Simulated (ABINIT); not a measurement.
# Si (Cmcm) in ABINIT: further runs

The runs below take Si through single point, with PBE, LDA, PBEsol, RPBE, BLYP.

Program: ABINIT 10.8.3 (patched build). These are calculated values, not measurements. Logs are shortened: lines on timing, memory, paths and dates and some standing lists are left out, and cuts for length are marked. The log counts tension as positive stress, the text compression.

## 1. The crystal as given

It takes space group Cmcm (No. 63, orthorhombic). The conventional cell has a = 5.744 Å, b = 11.965 Å, c = 3.847 Å, α = 90.00°, β = 90.00°, γ = 90.00°. Si (site symmetry m) is surrounded by 4 Si at 2.37 to 2.38 Å. Si (site symmetry m2m) is surrounded by 4 Si at 2.34 to 2.37 Å.

The cell was built by a generator and needn't be a form met in nature.

## 2. Single point, PBE

Input file run.abi:

```
# Pseudopotentials
pp_dirpath "./"
pseudos "Si.GGA_PBE-JTH.xml"

# Structure
acell 3*1.0 Angstrom
rprim
     2.8721200000    -5.9827300000     0.0000000000
     2.8721200000     5.9827300000     0.0000000000
     0.0000000000     0.0000000000     3.8469100000
ntypat 1
znucl 14
natom 6
typat 1 1 1 1 1 1
xcart
     2.2393948333     4.4133013189     1.8174015815
     2.2393948333    -4.4133013189     5.4522047446
     8.6156455608     4.4133013189     1.8174015815
     8.6156455608    -4.4133013189     5.4522047446
     5.4275201971     1.2666930007     1.8174015815
     5.4275201971    -1.2666930007     5.4522047446
chkprim 0
chksymtnons 0
tolsym 1.0e-6

# Plane-wave basis
ecut 18.0
pawecutdg 36.0
pawxcdev 0

# k points
kptopt 1
ngkpt 5 5 7
nshiftk 1
shiftk 0.0 0.0 0.0

# Exchange and correlation
ixc 11

# Bands and occupations
nband 16
occopt 3
tsmear 0.05 eV

# SCF cycle
nstep 100
tolvrs 1.0e-9

# Output
iomode 3
prtwf 0
prtden 0
prteig 0
prtebands 0
enunit 1
prtvol 2
```

Potentials or basis: JTH PAW PBE v2.0.

On the command line:

```console
$ mpirun --bind-to none -np 4 abinit run.abi > log 2>&1
```

run.abo:

```text
.Version 10.8.3 of ABINIT
 Symmetries : space group Cm c m (# 63); Bravais oC (1-face-center ortho.)
================================================================================
 Values of the parameters that define the memory need of the present run
     intxc =       0    ionmov =       0      iscf =      17    lmnmax =       8
     lnmax =       4     mgfft =      48  mpssoang =       2    mqgrid =    3001
     natom =       6  nloc_mem =       2    nspden =       1   nspinor =       1
    nsppol =       1      nsym =       8    n1xccc =       1    ntypat =       1
    occopt =       3   xclevel =       2
       mpw =        3282          nfft =       69120          nkpt =          36
Pmy_natom=         2
 PAW method is used; the additional fine FFT grid is defined by:
   mgfftf=        72    nfftf =    207360
================================================================================
================================================================================

--------------------------------------------------------------------------------
------------- Echo of variables that govern the present computation ------------
--------------------------------------------------------------------------------
 -outvars: echo values of preprocessed input variables --------
            acell      1.8897261259E+00  1.8897261259E+00  1.8897261259E+00 Bohr
              amu      2.80855000E+01
          chkprim           0
      chksymtnons           0
             ecut      1.80000000E+01 Hartree
           enunit           1
              ixc          11
         kptrlatt        5    0    0      0    5    0      0    0    7
          kptrlen      5.08872443E+01
            natom           6
            nband          16
            ngfft          48      48      30
          ngfftdg          72      72      40
             nkpt          36
            nstep         100
             nsym           8
           ntypat           1
           occopt           3
        pawecutdg      3.60000000E+01 Hartree
         pawxcdev           0
           prtden           0
        prtebands           0
           prteig           0
           prtvol           2
            prtwf           0
            rprim      2.8721200000E+00 -5.9827300000E+00  0.0000000000E+00
                       2.8721200000E+00  5.9827300000E+00  0.0000000000E+00
                       0.0000000000E+00  0.0000000000E+00  3.8469100000E+00
          spgroup          63
           tolsym      1.00000000E-06
           tolvrs      1.00000000E-09
           tsmear      1.83746611E-03 Hartree
            typat      1  1  1  1  1  1
           useylm           1
           xangst      1.1850367112E+00  2.3354184812E+00  9.6172749870E-01
                       1.1850367112E+00 -2.3354184812E+00  2.8851824987E+00
                       4.5592032849E+00  2.3354184812E+00  9.6172749870E-01
                       4.5592032849E+00 -2.3354184812E+00  2.8851824987E+00
                       2.8721199980E+00  6.7030506873E-01  9.6172749870E-01
                       2.8721199980E+00 -6.7030506873E-01  2.8851824987E+00
            xcart      2.2393948333E+00  4.4133013189E+00  1.8174015803E+00
                       2.2393948333E+00 -4.4133013189E+00  5.4522047458E+00
                       8.6156455608E+00  4.4133013189E+00  1.8174015803E+00
                       8.6156455608E+00 -4.4133013189E+00  5.4522047458E+00
                       5.4275201970E+00  1.2666930007E+00  1.8174015803E+00
                       5.4275201970E+00 -1.2666930007E+00  5.4522047458E+00
             xred      1.1119999991E-02  4.0147999973E-01  2.4999999966E-01
                       4.0147999973E-01  1.1119999991E-02  7.4999999966E-01
                       5.9851999959E-01  9.8887999933E-01  2.4999999966E-01
                       9.8887999933E-01  5.9851999959E-01  7.4999999966E-01
                       4.4397999970E-01  5.5601999962E-01  2.4999999966E-01
                       5.5601999962E-01  4.4397999970E-01  7.4999999966E-01
            znucl       14.00000

================================================================================

 chkinp: Checking input parameters for consistency.

================================================================================
== DATASET  1 ==================================================================

--- !DatasetInfo
iteration_state: {dtset: 1, }
dimensions: {natom: 6, nkpt: 36, mband: 16, nsppol: 1, nspinor: 1, nspden: 1, mpw: 3282, }
cutoff_energies: {ecut:  18.0, pawecutdg:  36.0, }
electrons: {nelect:   2.40000000E+01, charge:   0.00000000E+00, occopt:   3.00000000E+00, tsmear:   1.83746611E-03, }
meta: {optdriver: 0, ionmov: 0, optcell: 0, iscf: 17, paral_kgb: 0, }
...

[... 231 lines left out ...]
       0.556019999620      0.443979999699      0.749999999662
 rms dE/dt=  2.6795E-03; max dE/dt=  4.1223E-03; dE/dt below (all hartree)
    1       0.003879678799     -0.004122293161      0.000000000000
    2      -0.004122293161      0.003879678799      0.000000000000
    3       0.004122293161     -0.003879678799      0.000000000000
    4      -0.003879678799      0.004122293161      0.000000000000
    5      -0.000512702846      0.000512702846      0.000000000000
    6       0.000512702846     -0.000512702846     -0.000000000000

 cartesian coordinates (angstrom) at end:
    1      1.18503671119234     2.33541848122566     0.96172749869931
    2      1.18503671119234    -2.33541848122566     2.88518249869931
    3      4.55920328489994     2.33541848122566     0.96172749869931
    4      4.55920328489994    -2.33541848122566     2.88518249869931
    5      2.87211999804614     0.67030506872604     0.96172749869931
    6      2.87211999804614    -0.67030506872604     2.88518249869931

 cartesian forces (hartree/bohr) at end:
    1      0.00002235038770     0.00035389038120    -0.00000000000000
    2      0.00002235038770    -0.00035389038120    -0.00000000000000
    3     -0.00002235038770     0.00035389038120    -0.00000000000000
    4     -0.00002235038770    -0.00035389038120    -0.00000000000000
    5      0.00000000000000    -0.00004534897314    -0.00000000000000
    6      0.00000000000000     0.00004534897314     0.00000000000000
 frms,max,avg= 1.6784001E-04 3.5389038E-04   0.000E+00  0.000E+00  0.000E+00 h/b

 cartesian forces (eV/Angstrom) at end:
    1      0.00114930314512     0.01819777507382    -0.00000000000000
    2      0.00114930314512    -0.01819777507382    -0.00000000000000
    3     -0.00114930314512     0.01819777507382    -0.00000000000000
    4     -0.00114930314512    -0.01819777507382    -0.00000000000000
    5      0.00000000000000    -0.00233193795843    -0.00000000000000
    6      0.00000000000000     0.00233193795843     0.00000000000000
 frms,max,avg= 8.6306802E-03 1.8197775E-02   0.000E+00  0.000E+00  0.000E+00 e/A
 length scales=  1.889726125908  1.889726125908  1.889726125908 bohr
              =  1.000000000000  1.000000000000  1.000000000000 angstroms
 Fermi (or HOMO) energy (eV) =   4.61457   Average Vxc (eV)=  -8.90893
 Eigenvalues (   eV  ) for nkpt=  36  k points:
 kpt#   1, nband= 16, wtk=  0.00571, kpt=  0.0000  0.0000  0.0000 (reduced coord)
  -7.50300   -4.48463   -3.65231   -3.45675   -1.82089   -0.44864    1.58605    2.20051
   3.52721    3.66258    4.25221    4.39007    4.83744    6.42011    6.59072    6.94064
 kpt#   2, nband= 16, wtk=  0.02286, kpt=  0.2000  0.0000  0.0000 (reduced coord)
  -7.32697   -4.86424   -4.36052   -3.07273   -0.79072   -0.49529    1.73345    2.33258
   3.25368    3.54061    3.82788    4.02083    5.09337    6.20755    6.73814    7.12145
 kpt#   3, nband= 16, wtk=  0.02286, kpt=  0.4000  0.0000  0.0000 (reduced coord)
  -6.84189   -5.78462   -4.73710   -2.67381   -0.41697    1.08844    1.35420    2.12163
   2.98218    3.04159    3.68922    3.74146    5.52259    6.00363    6.29935    6.74653
 kpt#   4, nband= 16, wtk=  0.01143, kpt=  0.2000  0.2000  0.0000 (reduced coord)
  -6.94004   -5.56457   -4.75379   -2.78928   -0.77561    1.12682    2.03904    2.15012
   2.73404    3.24342    3.52929    3.62202    5.56552    5.69988    6.73387    6.82014
 kpt#   5, nband= 16, wtk=  0.02286, kpt=  0.4000  0.2000  0.0000 (reduced coord)
  -6.56859   -6.18398   -4.82640   -2.18954   -0.53100    0.97566    1.52866    2.34520
   2.70428    2.93144    3.09923    3.70881    5.72523    6.15561    6.38037    6.90616
 kpt#   6, nband= 16, wtk=  0.02286, kpt= -0.4000  0.2000  0.0000 (reduced coord)
  -7.10968   -5.64710   -4.35697   -2.10316   -0.89753    0.16029    1.25017    1.93420
[... 76 lines left out ...]
 kpt#  32, nband= 16, wtk=  0.04571, kpt=  0.4000  0.2000  0.4286 (reduced coord)
  -5.10569   -4.80284   -4.08729   -3.63608   -2.05609   -1.34839    0.92124    1.55807
   1.91550    2.27139    2.53366    3.12917    5.66018    6.15503    6.55400    6.96628
 kpt#  33, nband= 16, wtk=  0.04571, kpt= -0.4000  0.2000  0.4286 (reduced coord)
  -5.62923   -4.86908   -3.54292   -2.93373   -2.02833   -1.28269    0.80161    0.94833
   1.71639    1.98986    2.25458    2.59432    5.89259    6.24064    6.86731    7.18161
 kpt#  34, nband= 16, wtk=  0.02286, kpt= -0.2000  0.2000  0.4286 (reduced coord)
  -5.87611   -4.94709   -3.08430   -2.16701   -2.12091   -1.05164    0.14762    0.39620
   1.18737    1.58649    2.09898    2.74590    6.20444    6.43644    7.31024    7.34926
 kpt#  35, nband= 16, wtk=  0.02286, kpt=  0.4000  0.4000  0.4286 (reduced coord)
  -5.46408   -5.01055   -3.60182   -2.96024   -2.23780   -1.32515    0.88583    1.45360
   1.78443    2.25754    2.44098    2.52417    5.62515    5.90645    6.55879    6.64200
 kpt#  36, nband= 16, wtk=  0.02286, kpt= -0.4000  0.4000  0.4286 (reduced coord)
  -5.67700   -5.07398   -3.22967   -2.60482   -2.17837   -1.06166    0.10535    0.74505
   1.76581    2.29279    2.53569    2.85142    5.36396    5.88782    6.54284    7.00499
 Total charge density [el/Bohr^3]
)     Maximum=    8.6777E-02  at reduced coord.    0.5139    0.4861    0.5500
)Next maximum=    8.6777E-02  at reduced coord.    0.4861    0.5139    0.0500
)     Minimum=   -2.8531E-02  at reduced coord.    0.5972    0.9861    0.2500
)Next minimum=   -2.8531E-02  at reduced coord.    0.9861    0.5972    0.7500
   Integrated=    2.4000E+01

--- !EnergyTerms
iteration_state     : {dtset: 1, }
comment             : Components of total free energy in Hartree
kinetic             :  8.96155231606416E+00
hartree             :  3.23465374814346E+00
xc                  : -1.42910044643248E+01
Ewald energy        : -2.27769192855042E+01
psp_core            :  7.63822138598698E-01
local_psp           : -1.08544291972632E+01
PAW spherical_terms :  1.10620319950790E+01
internal            : -2.39002927492069E+01
'-kT*entropy'       : -9.39982809597566E-06
total_energy        : -2.39003021490350E+01
total_energy_eV     : -6.50360353173042E+02
...

--- !EnergyTermsDC
iteration_state     : {dtset: 1, }
comment             : '"Double-counting" decomposition of free energy'
band_energy         : -5.19503304880803E-01
Ewald energy        : -2.27769192855042E+01
psp_core            :  7.63822138598698E-01
xc_dc               : -7.36620523637716E+00
PAW spherical_terms :  5.99852585139006E+00
internal            : -2.39002798367734E+01
'-kT*entropy'       : -9.39982809597566E-06
total_energy_dc     : -2.39002892366015E+01
total_energy_dc_eV  : -6.50360001807826E+02
...

--- !EnergyTermsWithPAWCore
iteration_state     : {dtset: 1, }
comment             : 'Components of total free energy, including PAW core contributions'
Total energy        : -1.74019527174947E+03
Total energy DC     : -1.74019525883704E+03
Total energy (eV)   : -4.73531256830048E+04
Total energy DC (eV): -4.73531253316396E+04
...

 Cartesian components of stress tensor (hartree/bohr^3)
  sigma(1 1)=  2.04214541E-06  sigma(3 2)=  0.00000000E+00
  sigma(2 2)=  4.40853371E-06  sigma(3 1)=  0.00000000E+00
  sigma(3 3)=  1.40947832E-06  sigma(2 1)=  0.00000000E+00

-Cartesian components of stress tensor (GPa)         [Pressure= -7.7085E-02 GPa]
- sigma(1 1)=  6.00819922E-02  sigma(3 2)=  0.00000000E+00
- sigma(2 2)=  1.29703540E-01  sigma(3 1)=  0.00000000E+00
- sigma(3 3)=  4.14682837E-02  sigma(2 1)=  0.00000000E+00

== END DATASET(S) ==============================================================
================================================================================

 -outvars: echo values of variables after computation  --------
            acell      1.8897261259E+00  1.8897261259E+00  1.8897261259E+00 Bohr
           etotal     -2.3900289237E+01
            fcart      2.2350387698E-05  3.5389038120E-04 -9.2599416686E-30
                       2.2350387698E-05 -3.5389038120E-04 -9.2599416686E-30
                      -2.2350387698E-05  3.5389038120E-04 -9.2599416686E-30
                      -2.2350387698E-05 -3.5389038120E-04 -6.4819591680E-29
                       3.4303993005E-20 -4.5348973141E-05 -9.2599416686E-30
                       2.8941133723E-20  4.5348973141E-05  1.0185935835E-28
            rprim      2.8721200000E+00 -5.9827300000E+00  0.0000000000E+00
                       2.8721200000E+00  5.9827300000E+00  0.0000000000E+00
                       0.0000000000E+00  0.0000000000E+00  3.8469100000E+00
           strten      2.0421454088E-06  4.4085337057E-06  1.4094783157E-06
                       0.0000000000E+00  0.0000000000E+00  0.0000000000E+00
           xangst      1.1850367112E+00  2.3354184812E+00  9.6172749870E-01
                       1.1850367112E+00 -2.3354184812E+00  2.8851824987E+00
                       4.5592032849E+00  2.3354184812E+00  9.6172749870E-01
                       4.5592032849E+00 -2.3354184812E+00  2.8851824987E+00
                       2.8721199980E+00  6.7030506873E-01  9.6172749870E-01
                       2.8721199980E+00 -6.7030506873E-01  2.8851824987E+00
             xred      1.1119999991E-02  4.0147999973E-01  2.4999999966E-01
                       4.0147999973E-01  1.1119999991E-02  7.4999999966E-01
                       5.9851999959E-01  9.8887999933E-01  2.4999999966E-01
                       9.8887999933E-01  5.9851999959E-01  7.4999999966E-01
                       4.4397999970E-01  5.5601999962E-01  2.4999999966E-01
                       5.5601999962E-01  4.4397999970E-01  7.4999999966E-01
 Calculation completed.
```

Wall time 28 s (4 MPI ranks of Arm Neoverse V1, shared host); peak memory 0.52 GiB.

What came out:

```yaml
Free_energy: -650.3600 eV
Pressure: -0.1 GPa
Largest_force: 0.018 eV/Å
Band_gap_on_the_k_mesh: 0.45 eV, direct
Valence_electrons_inside_the_program's_atomic_spheres: Si 1.53, 1.54 (radii [1.0104] Å)
```

Forces in eV/Å, atoms in the order of the input:
```
Si   0.001  0.018  0.000
Si   0.001 -0.018  0.000
Si  -0.001  0.018  0.000
Si  -0.001 -0.018  0.000
Si   0.000 -0.002  0.000
Si   0.000  0.002  0.000
```

Caveat: an odd mesh through Γ misses points on the zone boundary, where band edges often lie.

(Continued in part 2 of 2.)
